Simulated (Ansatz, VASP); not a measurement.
# Two plane-wave programs on Cu

```
Cu
1.0
     0.00000   -1.80750   -1.80750
     0.00000    1.80750   -1.80750
     3.61500    0.00000    0.00000
Cu
2
Direct
  0.50000 0.50000 0.45851
  0.00000 0.00000 0.04149
```

Change from the starting cell: mode 6 (244.6 1/cm) frozen in, largest displacement -0.150 Å.

Alike in both runs: task single point; functional PBE; k mesh 18 × 18 × 14; occupations gaussian, width 0.15 eV; no spin polarisation.

|  | VASP | Ansatz |
| --- | --- | --- |
| version | VASP 6.6.1 | Ansatz 0.2.0 |
| potentials or method | VASP PAW PBE potentials, release 64 (Cu) | scalar-relativistic, plane waves, PAW |
| plane-wave cutoff (eV) | 520 | 420 |
| valence electrons in the cell | 22 | 38 |

|  | VASP | Ansatz | Ansatz less VASP |
| --- | --- | --- | --- |
| gap on the k mesh at the Fermi level (eV) | none | none | - |
| pressure (GPa) | 11.3 | 10.3 | -1.03 |
| largest component of the traceless stress (GPa) | 1.13 | 1.12 | -0.009 |
| rms of the force components (eV/Å) | 1.298 | 1.293 | -0.0054 |

Atom by atom the forces differ by 0.005 eV/Å (rms over components). A gap of «none» marks a metal or a gap that the smearing closes. The two sets of potentials don't hold the same shells in valence.

Caveats: forces of over 1 eV/Å show positions far from the minimum, so gaps and moduli don't describe the material at rest.
